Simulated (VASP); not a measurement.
# In (I4/mmm) in VASP: settings compared, part 2 of 2

VASP 6.6.1. The steps go on from the part before.

**4. Single point, PBEsol**

INCAR

```
SYSTEM = In
PREC = Accurate
ENCUT = 600
EDIFF = 1E-6
ISMEAR = 1
SIGMA = 0.1
LREAL = .False.
LASPH = .True.
NELM = 120
ALGO = Normal
ISIF = 2
LWAVE = .False.
LCHARG = .False.
GGA = PS
KPAR = 4
```

KPOINTS

```
regular mesh
0
Gamma
  19 19 19
  0 0 0
```

POSCAR

```
In                                      
1.0
   -1.6658415342      1.6658415342      2.4833466787
    1.6658415342     -1.6658415342      2.4833466787
    1.6658415342      1.6658415342     -2.4833466787
  In            
     1
Direct
     0.0000000000000000    0.0000000000000000    0.0000000000000000
```

Potentials or basis: VASP PAW PBE potentials, release 64 (In_d).

On the command line:

```sh
$ cat potpaw_PBE.64/In_d/POTCAR > POTCAR
$ mpirun -np 4 vasp_std > vasp.out
```

OUTCAR:

```text
SYSTEM = In
   PREC = Accurate
   ENCUT = 600
   EDIFF = 1E-6
   ISMEAR = 1
   LREAL = .False.
   LASPH = .True.
   NELM = 120
   ISIF = 2
   GGA = PS

 ion  position               nearest neighbor table
   1  0.000  0.000  0.000-

  LATTYP: Found a body centered tetragonal cell.
 ALAT       =     3.3316830684
 C/A-ratio  =     1.4907460450

  Lattice vectors:

 A1 = (  -1.6658415342,   1.6658415342,   2.4833466787)
 A2 = (   1.6658415342,  -1.6658415342,   2.4833466787)
 A3 = (   1.6658415342,   1.6658415342,  -2.4833466787)

Analysis of symmetry for initial positions (statically):
=====================================================================
 Subroutine PRICEL returns:
 Original cell was already a primitive cell.

 Routine SETGRP: Setting up the symmetry group for a
 body centered tetragonal supercell.

 Subroutine GETGRP returns: Found 16 space group operations
 (whereof 16 operations were pure point group operations)
 out of a pool of 16 trial point group operations.

The static configuration has the point symmetry D_4h.

Analysis of symmetry for dynamics (positions and initial velocities):
=====================================================================
 Subroutine PRICEL returns:
 Original cell was already a primitive cell.

 Routine SETGRP: Setting up the symmetry group for a
 body centered tetragonal supercell.

 Subroutine GETGRP returns: Found 16 space group operations
 (whereof 16 operations were pure point group operations)
 out of a pool of 16 trial point group operations.

The dynamic configuration has the point symmetry D_4h.

 Subroutine INISYM returns: Found 16 space group operations
 (whereof 16 operations are pure point group operations),
 and found     1 'primitive' translations

----------------------------------------------------------------------------------------

                                     Primitive cell

  volume of cell :      27.5654

  direct lattice vectors                    reciprocal lattice vectors
    -1.665841534  1.665841534  2.483346679     0.000000000  0.300148597  0.201341200
     1.665841534 -1.665841534  2.483346679     0.300148597  0.000000000  0.201341200
     1.665841534  1.665841534 -2.483346679     0.300148597  0.300148597  0.000000000

  length of vectors
     3.423020123  3.423020123  3.423020123     0.361424210  0.361424210  0.424474217

  position of ions in fractional coordinates (direct lattice)
     0.000000000  0.000000000  0.000000000

  ion indices of the primitive-cell ions
   primitive index   ion index
                 1           1

----------------------------------------------------------------------------------------

 KPOINTS: regular mesh

Automatic generation of k-mesh.
 Grid dimensions read from file:
 generate k-points for:   19   19   19

 Generating k-lattice:

  Cartesian coordinates                     Fractional coordinates (reciprocal lattice)
     0.000000000  0.015797295  0.010596905     0.052631579  0.000000000  0.000000000
     0.015797295  0.000000000  0.010596905     0.000000000  0.052631579  0.000000000
     0.015797295  0.015797295  0.000000000     0.000000000  0.000000000  0.052631579

  Length of vectors
     0.019022327  0.019022327  0.022340748

  Shift w.r.t. Gamma in fractional coordinates (k-lattice)
     0.000000000  0.000000000  0.000000000

 Subroutine IBZKPT returns following result:
 ===========================================

 Found    550 irreducible k-points:

 Following reciprocal coordinates:
            Coordinates               Weight
  0.000000  0.000000  0.000000      1.000000
  0.052632  0.000000 -0.000000      8.000000
  0.105263  0.000000 -0.000000      8.000000
  0.157895  0.000000  0.000000      8.000000
  0.210526  0.000000 -0.000000      8.000000
  0.263158  0.000000  0.000000      8.000000
[... 16 lines left out ...]
 -0.315789  0.052632  0.000000     16.000000
 -0.263158  0.052632  0.000000     16.000000
 [... further k-points ...]
   k-points           NKPTS =    550   k-points in BZ     NKDIM =    550   number of bands    NBANDS=     10
   number of dos      NEDOS =    301   number of ions     NIONS =      1
   total plane-waves  NPLWV =  21952
   dimension x,y,z NGX =    28 NGY =   28 NGZ =   28
   dimension x,y,z NGXF=    56 NGYF=   56 NGZF=   56
   ions per type =               1
   NGX,Y,Z   is equivalent  to a cutoff of  13.60, 13.60, 13.60 a.u.
   NGXF,Y,Z  is equivalent  to a cutoff of  27.20, 27.20, 27.20 a.u.
 SYSTEM =  In
   PREC   = accura    normal or accurate (medium, high low for compatibility)
   ISTART =      0    job   : 0-new  1-cont  2-samecut
   ICHARG =      2    charge: 1-file 2-atom 10-const
   ISPIN  =      1    spin polarized calculation?
   LNONCOLLINEAR =      F non collinear calculations
   LSORBIT =      F    spin-orbit coupling
   LASPH  =      T    aspherical Exc in radial PAW
   ENCUT  =  600.0 eV  44.10 Ry    6.64 a.u.   6.84  6.84  6.84*2*pi/ulx,y,z
   NELM   =    120;   NELMIN=  2; NELMDL= -5     # of ELM steps
   EDIFF  = 0.1E-05   stopping-criterion for ELM
   LREAL  =      F    real-space projection
   EDIFFG = 0.1E-04   stopping-criterion for IOM
   NSW    =      0    number of steps for IOM
   IBRION =     -1    ionic relax: 0-MD 1-quasi-New 2-CG
   NFREE  =      0    steps in history (QN), initial steepest desc. (CG)
   ISIF   =      2    stress and relaxation
   ISYM   =      2    0-nonsym 1-usesym 2-fastsym
   POTIM  = 0.5000    time-step for ionic-motion
   TEBEG  =    0.0;   TEEND  =   0.0 temperature during run
   PSTRESS=    0.0 pullay stress
   NELECT =      13.0000    total number of electrons
   NUPDOWN=      -1.0000    fix difference up-down
   EMIN   =  10.00;   EMAX   =-10.00  energy-range for DOS
   EFERMI =   0.00;   METHOD = LEGACY
   ISMEAR =     1;   SIGMA  =   0.10  broadening in eV -4-tet -1-fermi 0-gaus
   EFERMI_NEDOS =   21; number of points for ismear=-14 and -15
   IALGO  =     38    algorithm
   IMIX   =      4    mixing-type and parameters
     AMIX     =   0.40;   BMIX     =  1.00
     AMIX_MAG =   1.60;   BMIX_MAG =  1.00
  volume/ion in A,a.u.               =      27.57       186.02
  Fermi-wavevector in a.u.,A,eV,Ry     =   1.274288  2.408056 22.093287  1.623811
  Thomas-Fermi vector in A             =   2.407065
   LORBIT       =      0    0 simple, 1 ext, 2 COOP (PROOUT), +10 PAW based schemes
   GGA     = PS    functional components
   LHFCALC =     F    Hartree Fock is set to
   AEXX    =    0.0000 exact exchange contribution
   IVDW    =     0    specifies the selected vdW correction
   LEPSILON=     F    determine dielectric tensor
   LRPA    =     F    only Hartree local field effects (RPA)
 non-spin polarized calculation
 Methfessel and Paxton  Order N= 1 SIGMA  =   0.10
  energy-cutoff  :      600.00
  volume of cell :       27.57
 maximum number of plane-waves:       938
   NGX = 13   NGY = 13   NGZ = 13

 number of electron      12.9999997 magnetization

 Free energy of the ion-electron system (eV)
  ---------------------------------------------------
  ext. energy  EPLUGINS =         0.00000000
  ---------------------------------------------------
  free energy    TOTEN  =        -2.96714214 eV

  energy without entropy =       -2.96749348  energy(sigma->0) =       -2.96725925

 E-fermi :   6.7606     XC(G=0): -10.1586

 val. band max:        6.7547998831   @ k =   0.4737   0.2632   0.0526
 cond. band min:       6.7797317610   @ k =   0.2632   0.2632   0.1579
 fundamental gap:      0.0249318779
 Fermi energy:         6.7605543161

 k-point     1 :       0.0000    0.0000    0.0000
  band No.  band energies     occupation
      1      -7.7567      2.00000
      2      -7.6910      2.00000
      3      -7.6910      2.00000
      4      -7.5971      2.00000
      5      -7.5314      2.00000
      6      -2.4325      2.00000
      7      16.8327      0.00000
      8      16.8327      0.00000
      9      16.9466      0.00000
     10      18.2212      0.00000
[... 287 lines left out ...]
 k-point    24 :      -0.2632    0.0526    0.0000
  band No.  band energies     occupation
      1      -7.7309      2.00000
      2      -7.6965      2.00000
      3      -7.6487      2.00000
      4      -7.5489      2.00000
      5      -7.5164      2.00000
      6      -1.0808      2.00000
      7       9.9134      0.00000
      8      14.6473      0.00000
      9      15.7646      0.00000
     10      18.0725      0.00000

 [... further k-points ...]

------------------------ aborting loop because EDIFF is reached ----------------------------------------

  FORCE on cell =-STRESS in cart. coord.  units (eV):
  Direction    XX          YY          ZZ          XY          YZ          ZX
  --------------------------------------------------------------------------------------
  -------------------------------------------------------------------------------------
  Total       -0.4696938     -0.4696938     -0.4580145      0.0000000     -0.0000000      0.0000000
  in kB      -27.2998779    -27.2998779    -26.6210419      0.0000000     -0.0000000      0.0000000
  external PRESSURE =     -27.0735993 kB  Pullay stress =       0.0000000 kB

 VOLUME and BASIS-vectors are now :
 -----------------------------------------------------------------------------
  energy-cutoff  :      600.00
  volume of cell :       27.57
      direct lattice vectors                 reciprocal lattice vectors
    -1.665841534  1.665841534  2.483346679     0.000000000  0.300148597  0.201341200
     1.665841534 -1.665841534  2.483346679     0.300148597  0.000000000  0.201341200
     1.665841534  1.665841534 -2.483346679     0.300148597  0.300148597  0.000000000

 POSITION                                       TOTAL-FORCE (eV/Angst)
 -----------------------------------------------------------------------------------
      0.00000      0.00000      0.00000        -0.000000     -0.000000      0.000000
 -----------------------------------------------------------------------------------
    total drift:                               -0.000000     -0.000000     -0.000000

  FREE ENERGIE OF THE ION-ELECTRON SYSTEM (eV)
  ---------------------------------------------------
  free  energy   TOTEN  =        -2.9671421363 eV

  energy  without entropy=       -2.9674934814  energy(sigma->0) =       -2.96725925
```

stdout:

```text
POSCAR found type information on POSCAR In
 POSCAR found :  1 types and       1 ions
 scaLAPACK will be used
 -----------------------------------------------------------------------------
|                                                                             |
|                                                                             |
|     You enforced a specific xc type in the INCAR file but a different       |
|     I HOPE YOU KNOW WHAT YOU ARE DOING!                                     |
|                                                                             |
 -----------------------------------------------------------------------------

 LDA part: xc-table for (Slater+PW92), standard interpolation
 POSCAR, INCAR and KPOINTS ok, starting setup
 FFT: planning ... GRIDC
 FFT: planning ... GRID_SOFT
 FFT: planning ... GRID
 WAVECAR not read
 entering main loop
```

It took 16 s on 4 MPI ranks of Intel Xeon 6975P-C (Granite Rapids), shared host; peak memory 0.3 GiB.

Results:

* Free energy: -2.9671 eV
* Pressure: -2.7 GPa
* Band gap on the k mesh: none (metal or under the smearing width)

Levels at points of the mesh, in eV from the Fermi level:
```tsv
k point	band 2	band 3	band 4	band 5	band 6	band 7	band 8	band 9	band 10
(0.00, 0.00, 0.00)	-14.45	-14.45	-14.36	-14.29	-9.19	10.07	10.07	10.19	11.46
```

Caveat: the PAW data sets were made with another functional, which shifts forces and pressure a little.

**5. Overview**

| level | cutoff (eV) | gap on the mesh (eV) | pressure (GPa) |
| --- | --- | --- | --- |
| PBE | 600 | none | -0.1 |
| PBEsol | 300 | none | -3.2 |
| PBEsol | 600 | none | -2.7 |

Alike in all rows: task single point; potentials or basis VASP PAW PBE potentials, release 64 (In_d); no spin polarisation; cell as given; k mesh 19 × 19 × 19; smearing methfessel-paxton 0.1 eV.

Every run on the cell as given and a fine mesh finds a metal. The pressure there spans -3.2 GPa (PBEsol) to -0.1 GPa (PBE); a positive pressure means that this level wants a larger cell, a negative one a smaller.

Caveats: the PAW data sets were made with another functional, which shifts forces and pressure a little (some runs).

Total energies depend on the potentials used, so only differences within one code and one set of settings carry meaning.
